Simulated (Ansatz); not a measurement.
Is this P structure stable?

The cell was found from a structure generator's guess, not taken from experiment.

The calculation used DFT PBE, scalar-relativistic, plane waves, PAW in Ansatz 0.2.0. Cutoff 420 eV, Γ-centred 10×10×14 mesh (4-atom cell), Gaussian smearing of 0.10 eV, no spin polarisation.

```yaml
crystal:
  lattice:
    - [2.65445, -4.14392, 0.00000]
    - [2.65445, 4.14392, 0.00000]
    - [0.00000, 0.00000, 3.35478]
  atoms:
    - { symbol: P, position: [0.44610, 0.12760, 0.75000] }
    - { symbol: P, position: [0.55390, 0.87240, 0.25000] }
    - { symbol: P, position: [0.87240, 0.55390, 0.75000] }
    - { symbol: P, position: [0.12760, 0.44610, 0.25000] }
```

Energies count from the standard state of P at the same level. The references include black phosphorus.

**Question.** These tests were run: phonons on a 2×2×2 q mesh; elastic tensor. What do they show?

**Answer.**

```csv
test,result
phonons on a 2×2×2 q mesh,imaginary modes down to 21i cm⁻¹
elastic tensor,least eigenvalue -1 GPa
```

It fails none of these tests outright. Other phases of the system weren't compared here, so this isn't yet thermodynamic stability. Undecided within the accuracy: phonons on a 2×2×2 q mesh and elastic tensor.

Weakly bound directions are ill-defined at this level, which has no dispersion term. The reference form of P is held partly by dispersion forces, which this level lacks. The run for the phonons used a 10×10×14 k mesh and Fermi–Dirac smearing of 0.15 eV. The run for the elastic tensor used a 10×10×14 k mesh and Fermi–Dirac smearing of 0.15 eV.
